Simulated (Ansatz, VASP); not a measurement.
# Two plane-wave programs on Pd

The input INCAR:

```
  ALGO = Normal
  EDIFF = 1E-7
  ENCUT = 520
  GGA = CA
  ISIF = 2
  ISMEAR = 0
  ISPIN = 2
  LASPH = T
  LCHARG = F
  LMAXMIX = 4
  LORBIT = 11
  LREAL = F
  LWAVE = F
  MAGMOM = 0.5
  NBANDS = 15
  NELM = 150
  PREC = Accurate
  SIGMA = 0.01
```

File KPOINTS:

```
k-points
0
Gamma
  14 14 14
```

Contents of POSCAR:

```
Pd
1.0
    0.0000000000      1.9202771092      1.9202771092
    1.9202771092      0.0000000000      1.9202771092
    1.9202771092      1.9202771092      0.0000000000
Pd
1
Direct
    0.0000000000      0.0000000000      0.0000000000
```

Input for Ansatz:

```yaml
crystal:
  lattice:
    - [0.0, 1.9202771092, 1.9202771092]
    - [1.9202771092, 0.0, 1.9202771092]
    - [1.9202771092, 1.9202771092, 0.0]
  atoms:
    - { symbol: Pd, position: [0.0, 0.0, 0.0], spin: 0.5 }
hamiltonian:
  xc: lda
  pseudopotentials:
    kind: paw
    azcp:
      Pd: "pseudopotentials/Pd.paw.azcp"
basis:
  ecutwfc: 420
  fft_grid_basis: typed
kpoints:
  mp_grid: { grid: [14, 14, 14], shift: [0, 0, 0] }
magnetization:
  spin_polarized: true
scf:
  occupations: { method: gaussian, width: 0.01 }
  lower_state_search: "off"
output:
  stress: true
```

Alike in both runs: task single point; functional LDA; k mesh 14 × 14 × 14; occupations gaussian, width 0.01 eV; collinear spin.

|  | VASP | Ansatz |
| --- | --- | --- |
| version | VASP 6.6.1 | Ansatz 0.2.0 |
| potentials or method | VASP PAW LDA potentials, release 64 (Pd) | plane waves (420 eV) with PAW, scalar-relativistic |
| plane-wave cutoff (eV) | 520 | 420 |
| valence electrons in the cell | 10 | 18 |

```tsv
	VASP	Ansatz	Ansatz less VASP
pressure (GPa)	0.4	0.1	-0.28
net moment per atom (μB)	0.32	0.33	+0.003
size of the moment on the site where the two differ most (μB)	0.32	0.32	+0.003
```

Site moments also hang on the region over which each program counts them. The two sets of potentials don't hold the same shells in valence. Ansatz warned: «pseudo_functional_mismatch».
